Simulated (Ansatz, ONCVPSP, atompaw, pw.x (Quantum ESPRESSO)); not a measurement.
**Which Hf potential is closest to all-electron in the fcc crystal?**

All use PBE, scalar-relativistic, no spin, cutoffs from each file’s atomic test, pw.x 7.5; 13³ k-points, Fermi–Dirac smearing 0.01 Ry. Δ is the rms difference from all-electron LAPW of the E(V) curves that follow from fits to the pressures, over ±6 % in volume. Mesh and smearing are coarse and serve the comparison alone. The files are a selection: those with a ghost or negative overlap were mostly not run, and those with noisy or unconverged pressures or nearly equal Δ are left out.

All-electron: a0 = 4.490 Å (V0 = 22.63 Å³/atom), B0 = 101.6 GPa.

Q: Rank them by Δ, smallest first.
A. optimised norm-conserving Vanderbilt (ONCV), ONCVPSP 4.0.1.1 (patched build), PBE; core [Kr] 4d10 4f14, reference 5s2 5p6 5d2 6s2; waves: 5s+6s: rc 2.10 bohr, ncon 4, nbas 7, qcut 5.1 1/bohr, 2 projectors; 5p: rc 1.60 bohr, ncon 4, nbas 9, qcut 10.1 1/bohr, 2 projectors, debl 3.5 Ha; 5d: rc 3.05 bohr, ncon 5, nbas 10, qcut 4.2 1/bohr, 2 projectors, debl 0.9 Ha; local part: polynomial inside 1.30 bohr (lpopt 5, dvloc0 0 Ha); core correction: polynomial model core, fcfact 0.7.
B. PAW, atompaw 4.2.0.5, PBE; core [Kr] 4d10 4f14, reference 5s2 5p6 5d2 6s2 6p0; waves: 5s (bound): rc 1.35 bohr; 6s (bound): rc 1.70 bohr; 5p (bound): rc 2.10 bohr; 6p (bound, empty): rc 2.70 bohr; 5d (bound): rc 2.70 bohr; 5d channel at 3.05 Ry: rc 2.70 bohr; local part: ultrasoft scheme with l = 3 at -0.5 Ry, radius 2.20 bohr; core correction: smooth core density matched at 2.50 bohr; augmentation: besselshape compensation charge, radius 2.40 bohr; PAW radius 2.70 bohr; waves and projectors: custom rrkj gramschmidtortho.
C. PAW, atompaw 4.2.0.5, PBE; core [Xe] 4f14, reference 5d2 6s2 6p0; waves: 6s (bound): rc 3.00 bohr; 6s channel at 0.9 Ry: rc 2.55 bohr; 6p (bound, empty): rc 3.00 bohr; 6p channel at 1.6 Ry: rc 3.00 bohr; 5d (bound): rc 3.00 bohr; 5d channel at 5.15 Ry: rc 3.00 bohr; local part: bessel scheme, radius 2.60 bohr; core correction: smooth core density matched at 2.20 bohr; augmentation: sinc compensation charge, radius 2.80 bohr; PAW radius 3.00 bohr; waves and projectors: custom rrkj gramschmidtortho.

A: B (4.6 meV/atom), A (6.3 meV/atom), C (17.2 meV/atom).
